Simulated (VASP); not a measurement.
# TePb (Fm-3m) in VASP: a series of runs

Aim: see how the results for TePb move with the level of theory and the settings. Levels: HSE06, PBE, r2SCANh. Tasks: single point, relaxation of cell and atoms.

Program: VASP 6.6.1. These are calculated values, not measurements. Logs are shortened: lines on timing, memory, paths and dates and some standing lists are left out, and cuts for length are marked.

### 1 Starting point

The structure is cubic, space group Fm-3m (No. 225). Conventional cell: a = 6.462 Å, b = 6.462 Å, c = 6.462 Å, α = 90.00°, β = 90.00°, γ = 90.00°. Around Pb (site symmetry m-3m) lie 6 Te at 3.23 Å. Te (site symmetry m-3m) has 6 Pb at 3.23 Å as nearest neighbours.

### 2 Single point, HSE06, spin-orbit coupling, no magnetisation

File POSCAR:

```
TePb
1.0
    0.0000000000      3.2310000000      3.2310000000
    3.2310000000      0.0000000000      3.2310000000
    3.2310000000      3.2310000000      0.0000000000
Pb Te
1 1
Direct
    0.0000000000      0.0000000000      0.0000000000
    0.5000000000      0.5000000000      0.5000000000
```

File INCAR.step1:

```
PREC = Accurate
ENCUT = 520
EDIFF = 1E-5
ISMEAR = 0
SIGMA = 0.02
LREAL = F
LASPH = T
NELM = 60
ALGO = Normal
ISIF = 2
LWAVE = T
LNONCOLLINEAR = T
MAGMOM = 0 0 0 0 0 0
LORBIT = 11
LSORBIT = T
GGA_COMPAT = F
NBANDS = 32
GGA = PE
KPAR = 4
```

File INCAR.step2:

```
PREC = Accurate
ENCUT = 520
EDIFF = 1E-6
ISMEAR = 0
SIGMA = 0.02
LREAL = F
LASPH = T
NELM = 60
ALGO = Normal
ISIF = 2
LWAVE = F
LCHARG = T
LNONCOLLINEAR = T
MAGMOM = 0 0 0 0 0 0
LORBIT = 11
LSORBIT = T
GGA_COMPAT = F
GGA = PE
LHFCALC = T
HFSCREEN = 0.2
PRECFOCK = Fast
LVHAR = T
NBANDS = 32
ISTART = 1
KPAR = 4
```

File KPOINTS:

```
Automatic mesh
0
Gamma
  6 6 6
```

Potentials or basis: VASP PAW PBE potentials, release 64 (Pb_d, Te).

Command:

```
$ cat potpaw_PBE.64/Pb_d/POTCAR potpaw_PBE.64/Te/POTCAR > POTCAR
$ cp INCAR.step1 INCAR
$ mpirun -np 4 vasp_ncl > vasp.out
$ cp INCAR.step2 INCAR
$ mpirun -np 4 vasp_ncl > vasp.out
```

OUTCAR:

```text
PREC = Accurate
   ENCUT = 520
   EDIFF = 1E-6
   ISMEAR = 0
   LREAL = F
   LASPH = T
   NELM = 60
   ISIF = 2
   LNONCOLLINEAR = T
   LORBIT = 11
   LSORBIT = T
   GGA = PE
   LHFCALC = T
   HFSCREEN = 0.2
   PRECFOCK = Fast
   ISTART = 1

 ion  position               nearest neighbor table
   1  0.000  0.000  0.000-   2 3.23   2 3.23   2 3.23   2 3.23   2 3.23   2 3.23
   2  0.500  0.500  0.500-   1 3.23   1 3.23   1 3.23   1 3.23   1 3.23   1 3.23

  LATTYP: Found a face centered cubic cell.
 ALAT       =     6.4620000000

  Lattice vectors:

 A1 = (   0.0000000000,   3.2310000000,   3.2310000000)
 A2 = (   3.2310000000,   0.0000000000,   3.2310000000)
 A3 = (   3.2310000000,   3.2310000000,   0.0000000000)

Analysis of symmetry for initial positions (statically):
=====================================================================
 Subroutine PRICEL returns:
 Original cell was already a primitive cell.

 Routine SETGRP: Setting up the symmetry group for a
 face centered cubic supercell.

 Subroutine GETGRP returns: Found 48 space group operations
 (whereof 48 operations were pure point group operations)
 out of a pool of 48 trial point group operations.

The static configuration has the point symmetry O_h .

Analysis of symmetry for dynamics (positions and initial velocities):
=====================================================================
 Subroutine PRICEL returns:
 Original cell was already a primitive cell.

 Routine SETGRP: Setting up the symmetry group for a
 face centered cubic supercell.

 Subroutine GETGRP returns: Found 48 space group operations
 (whereof 48 operations were pure point group operations)
 out of a pool of 48 trial point group operations.

The dynamic configuration has the point symmetry O_h .

Analysis of structural, dynamic, and magnetic symmetry:
=====================================================================
 Subroutine PRICEL returns:
 Original cell was already a primitive cell.

 Routine SETGRP: Setting up the symmetry group for a
 face centered cubic supercell.

 Subroutine GETGRP returns: Found 48 space group operations
 (whereof 48 operations were pure point group operations)
 out of a pool of 48 trial point group operations.

The overall configuration has the point symmetry O_h .

 Subroutine INISYM returns: Found 48 space group operations
 (whereof 48 operations are pure point group operations),
 and found     1 'primitive' translations

----------------------------------------------------------------------------------------

                                     Primitive cell

  volume of cell :      67.4592

  direct lattice vectors                    reciprocal lattice vectors
     0.000000000  3.231000000  3.231000000    -0.154750851  0.154750851  0.154750851
     3.231000000  0.000000000  3.231000000     0.154750851 -0.154750851  0.154750851
     3.231000000  3.231000000  0.000000000     0.154750851  0.154750851 -0.154750851

  length of vectors
     4.569324020  4.569324020  4.569324020     0.268036337  0.268036337  0.268036337

  position of ions in fractional coordinates (direct lattice)
     0.000000000  0.000000000  0.000000000
     0.500000000  0.500000000  0.500000000

  ion indices of the primitive-cell ions
   primitive index   ion index
                 1           1
                 2           2

----------------------------------------------------------------------------------------

 KPOINTS: Automatic mesh

Automatic generation of k-mesh.
[... 81 lines left out ...]
   LORBIT       =     11    0 simple, 1 ext, 2 COOP (PROOUT), +10 PAW based schemes
   GGA     = PE    functional components
   LHFCALC =     T    Hartree Fock is set to
   PRECFOCK=fast      Normal, Fast or Accurate (Low or Medium for compatibility)
   ENCUT4O =  -1.0   cutoff for four orbital integrals eV
   NKREDX  =     1    reduce k-point grid by
   NKREDY  =     1    reduce k-point grid by
   NKREDZ  =     1    reduce k-point grid by
   AEXX    =    0.2500 exact exchange contribution
   HFSCREEN=    0.2000 screening length (either q_TF or 0.3 A-1)
   HFSCREENC=   0.2000 screening length for correlation (either q_TF or 0.3 A-1)
   ENCUTFOCK=  -1.0 apply spherical cutoff to Coloumb kernel
   IVDW    =     0    specifies the selected vdW correction
   LEPSILON=     F    determine dielectric tensor
   LRPA    =     F    only Hartree local field effects (RPA)
 Gauss-broadening in eV      SIGMA  =   0.02
  energy-cutoff  :      520.00
  volume of cell :       67.46
 maximum number of plane-waves:      3706
 NGX is ok and might be reduce to    36
  NGX = 20; NGY = 20; NGZ = 20

 number of electron      20.0000003 magnetization       0.0000000      0.0000000      0.0000000

 number of electron      20.0000003 magnetization      -0.0000000     -0.0000000     -0.0000000

 number of electron      20.0000003 magnetization      -0.0000000     -0.0000000      0.0000000

 number of electron      20.0000003 magnetization       0.0000000      0.0000000     -0.0000000

 Free energy of the ion-electron system (eV)
  ---------------------------------------------------
  ext. energy  EPLUGINS =         0.00000000
  ---------------------------------------------------
  free energy    TOTEN  =        -9.48011664 eV

  energy without entropy =       -9.48011664  energy(sigma->0) =       -9.48011664

 E-fermi :   5.6076     XC(G=0):  -7.7430

 val. band max:        5.4271429902   @ k =   0.5000   0.0000   0.0000
 cond. band min:       5.7668651941   @ k =   0.5000   0.0000   0.0000
 fundamental gap:      0.3397222039
 Fermi energy:         5.6076228688

 k-point     1 :       0.0000    0.0000    0.0000
  band No.  band energies     occupation
      1     -14.7397      1.00000
      2     -14.7397      1.00000
      3     -14.7397      1.00000
      4     -14.7397      1.00000
      5     -12.0611      1.00000
      6     -12.0611      1.00000
[... 549 lines left out ...]
     31      16.9013      0.00000
     32      16.9013      0.00000

------------------------ aborting loop because EDIFF is reached ----------------------------------------

  FORCE on cell =-STRESS in cart. coord.  units (eV):
  Direction    XX          YY          ZZ          XY          YZ          ZX
  --------------------------------------------------------------------------------------
  -------------------------------------------------------------------------------------
  Total        0.3557252      0.3557252      0.3557252     -0.0000000     -0.0000000     -0.0000000
  in kB        8.4485917      8.4485917      8.4485917     -0.0000000     -0.0000000     -0.0000000
  external PRESSURE =       8.4485917 kB  Pullay stress =       0.0000000 kB

 VOLUME and BASIS-vectors are now :
 -----------------------------------------------------------------------------
  energy-cutoff  :      520.00
  volume of cell :       67.46
      direct lattice vectors                 reciprocal lattice vectors
     0.000000000  3.231000000  3.231000000    -0.154750851  0.154750851  0.154750851
     3.231000000  0.000000000  3.231000000     0.154750851 -0.154750851  0.154750851
     3.231000000  3.231000000  0.000000000     0.154750851  0.154750851 -0.154750851

 POSITION                                       TOTAL-FORCE (eV/Angst)
 -----------------------------------------------------------------------------------
      0.00000      0.00000      0.00000        -0.000000     -0.000000     -0.000000
      3.23100      3.23100      3.23100         0.000000      0.000000      0.000000
 -----------------------------------------------------------------------------------
    total drift:                                0.000005      0.000002      0.000001

  FREE ENERGIE OF THE ION-ELECTRON SYSTEM (eV)
  ---------------------------------------------------
  free  energy   TOTEN  =        -9.4801166433 eV

  energy  without entropy=       -9.4801166433  energy(sigma->0) =       -9.48011664

 Spin-Orbit-Coupling matrix elements

 Ion:    1  E_soc:     -0.7969169
 l=   1
     0.0000000    -0.0676220    -0.0676220
    -0.0676220     0.0000000    -0.0676220
    -0.0676220    -0.0676220     0.0000000
 l=   2
     0.0000000    -0.0130221     0.0000000    -0.0130221    -0.0521753
    -0.0130221     0.0000000    -0.0391315    -0.0130221    -0.0130438
     0.0000000    -0.0391315     0.0000000    -0.0391315     0.0000000
    -0.0130221    -0.0130221    -0.0391315     0.0000000    -0.0130438
    -0.0521753    -0.0130438     0.0000000    -0.0130438     0.0000000
 l=   3
     0.0000000     0.0000000     0.0000000     0.0000000     0.0000000     0.0000000     0.0000000
     0.0000000     0.0000000     0.0000000     0.0000000     0.0000000     0.0000000     0.0000000
     0.0000000     0.0000000     0.0000000     0.0000000     0.0000000     0.0000000     0.0000000
     0.0000000     0.0000000     0.0000000     0.0000000     0.0000000     0.0000000     0.0000000
     0.0000000     0.0000000     0.0000000     0.0000000     0.0000000     0.0000000     0.0000000
     0.0000000     0.0000000     0.0000000     0.0000000     0.0000000     0.0000000     0.0000000
     0.0000000     0.0000000     0.0000000     0.0000000     0.0000000     0.0000000     0.0000000

 Ion:    2  E_soc:     -0.1963546
 l=   1
     0.0000000    -0.0327487    -0.0327487
    -0.0327487     0.0000000    -0.0327487
    -0.0327487    -0.0327487     0.0000000
 l=   2
     0.0000000    -0.0000076     0.0000000    -0.0000076     0.0000305
    -0.0000076     0.0000000     0.0000229    -0.0000076     0.0000076
     0.0000000     0.0000229     0.0000000     0.0000229     0.0000000
    -0.0000076    -0.0000076     0.0000229     0.0000000     0.0000076
     0.0000305     0.0000076     0.0000000     0.0000076     0.0000000
 l=   3
     0.0000000     0.0000000     0.0000000     0.0000000     0.0000000     0.0000000     0.0000000
     0.0000000     0.0000000     0.0000000     0.0000000     0.0000000     0.0000000     0.0000000
     0.0000000     0.0000000     0.0000000     0.0000000     0.0000000     0.0000000     0.0000000
     0.0000000     0.0000000     0.0000000     0.0000000     0.0000000     0.0000000     0.0000000
     0.0000000     0.0000000     0.0000000     0.0000000     0.0000000     0.0000000     0.0000000
     0.0000000     0.0000000     0.0000000     0.0000000     0.0000000     0.0000000     0.0000000
     0.0000000     0.0000000     0.0000000     0.0000000     0.0000000     0.0000000     0.0000000

 total charge

# of ion       s       p       d       tot
------------------------------------------
    1        1.486   0.561   9.840  11.887
    2        1.336   2.145   0.018   3.498
--------------------------------------------------
tot          2.822   2.706   9.857  15.385

 magnetization (x)

# of ion       s       p       d       tot
------------------------------------------
    1       -0.000   0.000  -0.000  -0.000
    2       -0.000   0.000  -0.000  -0.000
--------------------------------------------------
tot         -0.000   0.000  -0.000  -0.000

 magnetization (y)

# of ion       s       p       d       tot
------------------------------------------
    1       -0.000   0.000  -0.000  -0.000
    2        0.000  -0.000   0.000   0.000
--------------------------------------------------
tot         -0.000   0.000  -0.000  -0.000

 magnetization (z)

# of ion       s       p       d       tot
------------------------------------------
    1        0.000   0.000   0.000   0.000
    2       -0.000  -0.000  -0.000  -0.000
--------------------------------------------------
tot          0.000   0.000   0.000   0.000
```

Wall time 38 min (4 MPI ranks of AMD EPYC 9R45 (Zen 5), shared host); peak memory 0.52 GiB.

Results:

```yaml
Free_energy: -9.4801 eV
Pressure: 0.8 GPa
Valence_electrons_inside_the_program's_atomic_spheres: Pb 11.89; Te 3.50
```

Caveat: the PAW data sets were made with another functional, which shifts forces and pressure a little.

### 3 Single point, PBE

File INCAR:

```
SYSTEM = TePb
PREC     = Accurate       ! precision mode
ENCUT    = 520            ! plane-wave cutoff, eV
EDIFF    = 1E-6           ! SCF threshold, eV
ISMEAR   = 0              ! smearing method
SIGMA    = 0.014          ! smearing width, eV
LREAL    = .FALSE.        ! projectors in reciprocal space
LASPH    = .TRUE.         ! aspherical terms in the spheres
NELM     = 80             ! most SCF steps
ALGO     = Normal         ! electronic algorithm
ISIF     = 2              ! what is computed and relaxed
LWAVE    = .FALSE.        ! write WAVECAR
LCHARG   = .TRUE.         ! write CHGCAR
GGA      = PE             ! functional
LELF     = .TRUE.         ! ELF
LVHAR    = .TRUE.
```

File KPOINTS:

```
regular mesh
0
G
  7 7 7
  0 0 0
```

POSCAR is that of step 2.

Potentials or basis: VASP PAW PBE potentials, release 64 (Pb_d, Te).

Command:

```
$ cat potpaw_PBE.64/Pb_d/POTCAR potpaw_PBE.64/Te/POTCAR > POTCAR
$ mpirun -np 1 vasp_std > vasp.out
```

Wall time 19 s (1 thread of Intel Xeon Platinum 8559C (Emerald Rapids), shared host); peak memory 0.2 GiB.

The run converged. Its results:

| Item | Value |
| --- | --- |
| Free energy | -7.5026 eV |
| Pressure | 2.1 GPa |

Levels at points of the mesh, in eV from the Fermi level:
```csv
k point,band 8,band 9,band 10,band 11,band 12,band 13
"(0.00, 0.00, 0.00)",-1.32,-1.32,-1.32,4.11,4.11,4.11
```

Caveat: this odd mesh misses L, where the gap lies, so gap, dielectric constants and Born charges aren't listed.

### 4 Relaxation of cell and atoms, r2SCANh

POSCAR is that of step 3.

File INCAR.step1:

```
SYSTEM = TePb
  PREC = Accurate
  ENCUT = 600
  EDIFF = 1E-5
  ISMEAR = -1
  SIGMA = 0.05
  LREAL = .False.
  LASPH = .True.
  NELM = 80
  ALGO = Normal
  LWAVE = .True.
  LCHARG = .False.
  GGA = PE
```

File INCAR.step2:

```
SYSTEM = TePb
  PREC = Accurate
  ENCUT = 600
  EDIFF = 1E-6
  ISMEAR = -1
  SIGMA = 0.05
  LREAL = .False.
  LASPH = .True.
  NELM = 80
  ALGO = Normal
  ISIF = 3
  LWAVE = .False.
  LCHARG = .False.
  METAGGA = R2SCAN
  LHFCALC = .True.
  AEXX = 0.1
  LMIXTAU = .True.
  PRECFOCK = Fast
  HFRCUT = -1
  IBRION = 2
  NSW = 40
  EDIFFG = -0.02
  ISTART = 1
```

File KPOINTS:

```
Automatic mesh
0
Gamma
  4 4 4
  0 0 0
```

Command:

```
$ cat potpaw_PBE.64/Pb_d/POTCAR potpaw_PBE.64/Te/POTCAR > POTCAR
$ cp INCAR.step1 INCAR
$ mpirun -np 1 vasp_std > vasp.out
$ cp INCAR.step2 INCAR
$ mpirun -np 1 vasp_std > vasp.out
```

Run time: 19 min. Hardware: 1 thread of Intel Xeon Platinum 8488C (Sapphire Rapids), shared host; peak memory 0.27 GiB.

The run converged. Its results:

```
Free energy                            : -76.3055 eV
Relaxed volume                         : 34.68 Å³/atom
Relaxed cell                           : a = 4.612 Å, b = 4.612 Å, c = 4.612 Å, α = 60.00°, β = 60.00°, γ = 60.00°
Space group after relaxing (to 0.05 Å) : Fm-3m (No. 225)
Energy gained by relaxing              : 3.7 meV/atom
Ionic steps                            : 3
Pressure after relaxing                : 0.0 GPa
Band gap on the k mesh                 : 1.42 eV, direct
```

Step by step:
```csv
step,energy change (eV),largest force (eV/Å),pressure (GPa),volume (Å³)
1,0.0000,0.0000,1.28,67.46
2,-0.0062,0.0000,-0.38,70.12
3,-0.0073,0.0000,-0.03,69.36
```

Final structure:
```cif
data_structure
_symmetry_space_group_name_H-M 'P 1'
_symmetry_Int_Tables_number 1
_cell_length_a 4.6119
_cell_length_b 4.6119
_cell_length_c 4.6119
_cell_angle_alpha 60.000
_cell_angle_beta 60.000
_cell_angle_gamma 60.000
_cell_volume 69.36
loop_
_atom_site_label
_atom_site_type_symbol
_atom_site_fract_x
_atom_site_fract_y
_atom_site_fract_z
_atom_site_occupancy
Pb1 Pb 0.00000 0.00000 0.00000 1
Te1 Te 0.50000 0.50000 0.50000 1
```

Levels at points of the mesh, in eV from the valence-band top:
```
           k point  band 6  band 7  band 8  band 9  band 10  band 11  band 12  band 13  band 14
(0.00, 0.00, 0.00)  -12.78   -5.89   -1.48   -1.48    -1.48     4.83     4.83     4.83     6.70
(0.50, 0.00, 0.00)  -11.27   -9.09   -0.99   -0.99     0.00     1.42     1.86     1.86     9.41
(0.50, 0.50, 0.00)  -11.01   -7.71   -4.70   -2.96    -2.96     4.09     6.27     6.27     7.58
```

Caveat: the k mesh is coarse (spacing up to 0.42 Å⁻¹), so the values aren't converged, least of all with exact exchange; the PAW data sets were made with another functional, which shifts forces and pressure a little; spin-orbit coupling is left out, which as a rule narrows the gap of such compounds by several tenths of an eV. A k mesh can miss the band edges.

### 5 For comparison

An earlier run on the cell as given: functional PBEsol; potentials or basis VASP PAW PBE potentials, release 64 (Pb_d, Te); cutoff 520 eV; k mesh 7 × 7 × 7; occupations fermi-dirac, width 0.05 eV; no spin polarisation.

* Pressure: -0.4 GPa

### 6 Overview

```csv
task,level,spin,cell,k mesh,cutoff (eV),smearing,ladder,grid for exact exchange (PRECFOCK),screening parameter,exchange at q = 0,mesh quality,pressure (GPa)
single point,HSE06,"SOC, no magnetisation",as given,6 × 6 × 6,520,gaussian 0.02 eV,gaps,Fast,0.2 1/A,-,not flagged,0.8
single point,PBE,off,as given,7 × 7 × 7,520,gaussian 0.014 eV,-,-,-,-,not flagged,2.1
relaxation of cell and atoms,r2SCANh,off,relaxed,4 × 4 × 4,600,fermi-dirac 0.05 eV,-,Fast,-,truncated,coarse,0.0
single point,PBEsol,off,as given,7 × 7 × 7,520,fermi-dirac 0.05 eV,free,-,-,-,not flagged,-0.4
```

Alike in all rows: potentials or basis VASP PAW PBE potentials, release 64 (Pb_d, Te).

Caveats: some runs use coarse meshes; the PAW data sets were made with another functional, which shifts forces and pressure a little (some runs); spin-orbit coupling is left out, which as a rule narrows the gap of such compounds by several tenths of an eV (some runs).

Total energies depend on the potentials used, so only differences within one code and one set of settings carry meaning.
